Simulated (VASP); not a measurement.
# Rb: intraband terms of a metal's spectrum

Rb, P6_3/mmc (no. 194), 2 atoms in the cell. PBE, independent-particle dielectric function; PAW potentials Rb_sv (PBE set).

## Input

INCAR.step1:
```
PREC = Accurate
ENCUT = 260
ISMEAR = 1
SIGMA = 0.1
EDIFF = 1E-7
LASPH = True
KPAR = 4
LWAVE = False
LCHARG = True
LMAXMIX = 4
```

INCAR.step2:
```
PREC = Accurate
ENCUT = 260
ISMEAR = 0
SIGMA = 0.3
EDIFF = 1E-6
LASPH = True
KPAR = 4
LWAVE = True
LCHARG = False
LMAXMIX = 4
ICHARG = 11
NBANDS = 27
NEDOS = 3000
OMEGAMAX = 30
CSHIFT = 0.1
```

INCAR.step3, as INCAR.step2 but for:
```
- LWAVE = True
+ LWAVE = False
+ LOPTICS = True
+ ALGO = None
+ NELM = 1
+ ISTART = 1
```

INCAR.step4, as INCAR.step3 but for:
```
+ WPLASMAI = 0.03
```

INCAR.step5 to INCAR.step6 change the same tag again: WPLASMAI = 0.1, 0.3.

INCAR.step7, as INCAR.step6 but for:
```
- WPLASMAI = 0.3
+ RTIME = 5
```

INCAR.step8, as INCAR.step7 but for:
```
- RTIME = 5
+ RTIME = 40
```

INCAR.step9, as INCAR.step8 but for:
```
- RTIME = 40
+ LNABLA = True
```

INCAR.step10, as INCAR.step9 but for:
```
- ISMEAR = 0
- LNABLA = True
+ ISMEAR = -5
```

KPOINTS.step1:
```
k-points
0
Gamma
  6 6 3
```

KPOINTS.step2:
```
k-points
0
Gamma
  16 16 8
```

POSCAR:
```
Rb
1.0
    5.0882069760      0.0000000000      0.0000000000
   -2.5441034880      4.4065165009      0.0000000000
    0.0000000000      0.0000000000      8.4420579800
Rb
2
Direct
    0.6666666667      0.3333333333      0.7500000000
    0.3333333333      0.6666666667      0.2500000000
```

Commands (each step's output is kept before the next begins):
```
cat potpaw_PBE.64/Rb_sv/POTCAR > POTCAR
cp INCAR.step1 INCAR
cp KPOINTS.step1 KPOINTS
mpirun -np 4 vasp_std > vasp.out
cp INCAR.step2 INCAR
cp KPOINTS.step2 KPOINTS
mpirun -np 4 vasp_std > vasp.out
cp INCAR.step3 INCAR
mpirun -np 4 vasp_std > vasp.out
cp INCAR.step4 INCAR
mpirun -np 4 vasp_std > vasp.out
cp INCAR.step5 INCAR
mpirun -np 4 vasp_std > vasp.out
cp INCAR.step6 INCAR
mpirun -np 4 vasp_std > vasp.out
cp INCAR.step7 INCAR
mpirun -np 4 vasp_std > vasp.out
cp INCAR.step8 INCAR
mpirun -np 4 vasp_std > vasp.out
cp INCAR.step9 INCAR
mpirun -np 4 vasp_std > vasp.out
cp INCAR.step10 INCAR
mpirun -np 4 vasp_std > vasp.out
```

## Result

- Bands: 27

One ground state, settings moved in the last step alone:

| Settings | Plasma frequency (eV) | Im ε at 0.5 eV | Im ε at 1 eV | Im ε at 2 eV | Im ε at 4 eV | Time (s) |
|---|---|---|---|---|---|---|
| interband part alone | 3.47 | 4.5 | 1.2 | 0.4 | 0.1 | 15 |
| Drude term, WPLASMAI 0.03 | 3.47 | 7.4 | 1.6 | 0.5 | 0.1 | 16 |
| Drude term, WPLASMAI 0.1 | 3.47 | 13.8 | 2.4 | 0.6 | 0.1 | 17 |
| Drude term, WPLASMAI 0.3 | 3.47 | 25.7 | 4.5 | 0.9 | 0.2 | 15 |
| relaxation time RTIME 5 fs | 3.47 | 16.4 | 2.7 | 0.6 | 0.1 | 15 |
| relaxation time RTIME 40 fs | 3.47 | 6.1 | 1.4 | 0.4 | 0.1 | 14 |
| transversal form (LNABLA) | 3.48 | 4.6 | 1.2 | 0.4 | 0.1 | 13 |
| tetrahedron method | – | – | – | – | – | no result |

VASP 6.6.1 took 150 s on 4 cores (Intel Xeon Platinum 8259CL @ 2.50GHz (Skylake/Cascade Lake)), a shared host.
